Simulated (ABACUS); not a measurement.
Runs of ABACUS 3.10.1 on Au. Symmetry: Fm-3m, No. 225, cubic system. Conventional cell: a = 4.070 Å, b = 4.070 Å, c = 4.070 Å, α = 90.00°, β = 90.00°, γ = 90.00°. Au (site symmetry m-3m) is surrounded by 12 Au at 2.88 Å. 

| task | level | potentials or basis | k mesh | cutoff (eV) | SCF threshold on the density | eigensolver | symmetry key | threshold of the eigensolver | path | mesh quality | gap on the mesh (eV) | pressure (GPa) |
| --- | --- | --- | --- | --- | --- | --- | --- | --- | --- | --- | --- | --- |
| single point | BP86 | SPMS ONCV 1.0 PBE, plane waves | 9 × 9 × 9 | 1034 | 1e-08 | dav | 1 | - | - | not flagged | none | 11.6 |
| single point | rPW86PBE | PseudoDojo NC SR 0.5 PBE standard, plane waves | 9 × 9 × 9 | 1034 | 1e-08 | dav | 1 | - | - | not flagged | none | 21.9 |
| single point | TM | SG15 ONCV 1.2 PBE, plane waves | 7 × 7 × 7 | 1197 | 1e-08 | dav | 1 | - | - | coarse | none | (b) |
| single point | WC | PseudoDojo NC SR 0.5 PBE standard, plane waves | 9 × 9 × 9 | 1034 | 1e-08 | dav | 1 | - | - | not flagged | none | 3.0 |
| single point | LDA-PW92 | PseudoDojo NC SR 0.4.1 LDA stringent, plane waves | 9 × 9 × 9 | 1034 | 1e-08 | dav | 1 | - | - | not flagged | none | (a) |

Alike in all rows: no spin polarisation; cell as given; smearing fermi-dirac 0.05 eV.

Q: Estimate the missing entries.

A: (a) -3.5; (b) 1.5.

Caveats: some runs use coarse meshes; the potentials were made for another functional, which shifts forces and pressure (some runs); so large a pressure means that the cell lies far from this level's equilibrium, or that cutoff or potentials fall short (some runs).

A k mesh can miss the band edges, and the runs leave out spin-orbit coupling on Au.

A gap of «none» marks a metal or a gap under the smearing width.

Not every run made on this cell is shown here.
